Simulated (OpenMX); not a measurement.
Runs of OpenMX 3.8.5 on MgS (Niningerite). The structure is cubic, space group Fm-3m (No. 225). Conventional cell: a = 5.203 Å, b = 5.203 Å, c = 5.203 Å, α = 90.00°, β = 90.00°, γ = 90.00°. S (site symmetry m-3m) is surrounded by 6 Mg at 2.60 Å. Mg (site symmetry m-3m) is surrounded by 6 S at 2.60 Å. 

| task | level | potentials or basis | spin | k mesh | max SCF cycles | k mesh for the DOS | grid points, held for all volumes | gap on the mesh (eV) | pressure (GPa) | V0 of scaled cells (Å³/atom) | B0 (GPa) |
| --- | --- | --- | --- | --- | --- | --- | --- | --- | --- | --- | --- |
| single point | PBE | OpenMX 2013 PBE set, S7.0-s2p2d1, Mg7.0-s3p2, grid cutoff 700 Ry | off | 7 × 7 × 7 | 100 | - | - | 2.85 | 1.5 | - | - |
| density of states | PBE+D3 | OpenMX 2013 PBE set, S7.0-s2p2d1f1, Mg7.0-s3p2d1, grid cutoff 500 Ry | off | 9 × 9 × 9 | 100 | 12 × 12 × 12 | - | 2.86 | - | - | - |
| band structure | LDA | OpenMX 2013 LDA set, S7.0-s2p2d1f1, Mg7.0-s3p2d1, grid cutoff 500 Ry | off | 9 × 9 × 9 | 100 | - | - | 2.66 | -2.8 | - | - |
| equation of state | PBE | OpenMX 2013 PBE set, S7.0-s2p2d1f1, Mg7.0-s3p2d1, fixed grid of 40 × 40 × 40 points | off | 9 × 9 × 9 | - | - | 40 × 40 × 40 | - | - | 18.02 | 73 |
| density of states | LDA-PW92 | OpenMX 2013 LDA set, S7.0-s2p2d1f1, Mg7.0-s3p2d1, grid cutoff 500 Ry | collinear, random start | 9 × 9 × 9 | 100 | 12 × 12 × 12 | - | 2.66 | (b) | - | - |
| equation of state | LDA | OpenMX 2013 LDA set, S7.0-s2p2d1f1, Mg7.0-s3p2d1, fixed grid of 40 × 40 × 40 points | off | 9 × 9 × 9 | - | - | 40 × 40 × 40 | - | - | (a) | 86 |
| equation of state | PBE | OpenMX 2013 PBE set, S7.0-s2p2d1, Mg7.0-s3p2, fixed grid of 40 × 40 × 40 points | off | 9 × 9 × 9 | - | - | 40 × 40 × 40 | - | - | 17.93 | 84 |

Alike in all rows: cell as given; smearing fermi-dirac 0.05 eV.

Fill in the values left out.

(a) 16.96; (b) -2.9.

Caveats: the basis of atomic orbitals isn't converged, which shifts pressures, moduli and gaps; an odd mesh through Γ misses points on the zone boundary, where band edges often lie (some runs); volumes in these bases differ from converged ones by about 1 %, for some elements by several (some runs); the mesh misses the band edges, which the band path finds closer together (some runs).

Not every run made on this cell is shown here.
